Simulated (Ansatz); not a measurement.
## Ta: strain energy, fitted

Ta, Im-3m, a = 3.319 Å. Ansatz: PBE, PAW, 420 eV, Γ-centred 16×16×16 mesh on 2 atoms, Gaussian smearing 0.10 eV; no spin polarisation. Series: biaxial strain in the a-b plane, c and atoms relaxed; x is the strain in per cent. y is the free energy over the unstrained cell, V0 = 18.282 Å³/atom.

| x (%) | y (meV/atom) |
| --- | --- |
| -6.0 | ? |
| -4.0 | 45.11 |
| -2.0 | 10.85 |
| 0.0 | 0.00 |
| 2.0 | 9.47 |
| 4.0 | 34.46 |
| 6.0 | 64.40 |

Problem. Fit y = c2 x² + c3 x³ to the other rows, turn c2 into a modulus, and predict the missing energy.

Solution. Least squares on the rows shown. y = 2.4364 x² − 0.10418 x³. In eV per unit strain² c2 is 24.36; M is the biaxial modulus (E = M V0 ε²): 24.36 × 160.2 / (18.282) = 213 GPa. With a term in x⁴ added, the coefficient of x² becomes 2.631, 8 % more, which shows how far this figure hangs on the form. At x = -6.0 the fit asked for gives 110.21 meV/atom. The run gave 102.89 meV/atom, so the fit is 7.32 meV/atom too high, 7.1 % of the span of the series, against an rms of 1.09 meV/atom on the fitted rows. The row lies outside the fitted range. With a term in x⁴ added, a fit to the same known rows predicts 100.71 meV/atom, so most of the miss is curvature that the known rows already hold.

Spin–orbit coupling is left out, which can shift energies with elements as heavy as these.